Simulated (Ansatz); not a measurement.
# TiO2 (Rutile): the cost of one run

Program: Ansatz 0.2.0. Level of theory: DFT PBEsol, scalar-relativistic, plane waves, PAW. These are calculated values, not measurements.

1 further run of the same task is left out (set aside as unsound or not needed).

## 1. The starting structure

It takes space group P4_2/mnm (No. 136, tetragonal). Conventional cell: a = 4.643 Å, b = 4.643 Å, c = 2.964 Å, α = 90.00°, β = 90.00°, γ = 90.00°. Ti (site symmetry mmm) has 6 O at 1.96 to 2.00 Å as nearest neighbours. O (site symmetry m2m) has 3 Ti at 1.96 to 2.00 Å as nearest neighbours.

Structure file:

```cif
data_structure
_symmetry_space_group_name_H-M 'P4_2/mnm'
_symmetry_Int_Tables_number 136
_cell_length_a 4.6433
_cell_length_b 4.6433
_cell_length_c 2.9639
_cell_angle_alpha 90.000
_cell_angle_beta 90.000
_cell_angle_gamma 90.000
_cell_volume 63.90
loop_
_atom_site_label
_atom_site_type_symbol
_atom_site_symmetry_multiplicity
_atom_site_Wyckoff_symbol
_atom_site_fract_x
_atom_site_fract_y
_atom_site_fract_z
_atom_site_occupancy
Ti1 Ti 2 a 0.00000 0.00000 0.00000 1
O1 O 4 f 0.30513 0.30513 0.00000 1
```

This cell was relaxed beforehand with the same method: volume 10.65 Å³/atom, gap on the mesh 1.86 eV.

## 2. The bulk's band edges

Input file input.yaml:

```yaml
crystal:
  lattice:
    - [4.5908688271, 0.0, 0.0]
    - [0.0, 4.5908688271, 0.0]
    - [0.0, 0.0, 2.9392264217]
  atoms:
    - { symbol: Ti, position: [0.0, 0.0, 0.0] }
    - { symbol: Ti, position: [0.5, 0.5, 0.5] }
    - { symbol: O, position: [0.304410093, 0.304410093, 0.0] }
    - { symbol: O, position: [0.195589907, 0.804410093, 0.5] }
    - { symbol: O, position: [0.695589907, 0.695589907, 0.0] }
    - { symbol: O, position: [0.804410093, 0.195589907, 0.5] }
basis:
  ecutwfc: 420
kpoints:
  mp_grid: { grid: [6, 6, 10] }
  band_path: { path: [VBM, CBM], npoints: 2 }
hamiltonian:
  xc: pbesol
scf:
  occupations: { method: gaussian, width: 0.02 }
output:
  forces: true
  stress: true
  eigenvalues: true
```

Command:

```sh
> ansatz run input.yaml --threads 2 --pin off --max-ram 5120MiB --backend cpu --events-out ev --progress --plain --runs-dir out
```

What time and memory should one allow on 2 threads of Intel Xeon Platinum 8488C (Sapphire Rapids), shared host?

About 5.2 s, with a peak of 0.45 GiB.
